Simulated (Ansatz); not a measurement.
V, DFT, PBE, all-electron LAPW, scalar-relativistic (Ansatz 0.2.0), run on 1 thread of AMD EPYC 9R45 96-Core Processor (Zen 5) on a shared host.

The cell comes from COD entry 7101267, which wasn't checked; take it as a given geometry. The listed cell was then made from it by scaling, straining or moving an atom.

Command: `ansatz run input.yaml --threads 1 --pin off --max-ram 3072MiB --backend cpu --events-out ev --progress --plain --runs-dir out`

```yaml
crystal:
  lattice:
    - [-1.532910178, 1.532910178, 1.532910178]
    - [1.532910178, -1.532910178, 1.532910178]
    - [1.532910178, 1.532910178, -1.532910178]
  atoms:
    - { symbol: V, position: [0.0, 0.0, 0.0], spin: 1.5 }
magnetization:
  spin_polarized: true
kpoints:
  mp_grid: { grid: [15, 15, 15] }
scf:
  occupations: { method: fermi_dirac, width: 0.03 }
hamiltonian:
  xc: pbe
  pseudopotentials: { kind: all_electron, lapw: { basis_error: 0.001 } }
output:
  forces: true
  stress: true
  eigenvalues: true
```

How large is the problem that the program sets up?

120 irreducible k-points, 135 plane waves at Γ, 12 bands.

Estimate the wall time and the peak memory.

7.1 s of wall time for 11 SCF iterations, with a peak of 0.42 GiB. Times on shared machines scatter by tens of per cent.

And the same cell and mesh by crystal-made all-electron datasets, asked for forces, stress, eigenvalues, efg, on the same hardware?

5.8 s, peak memory 0.52 GiB.
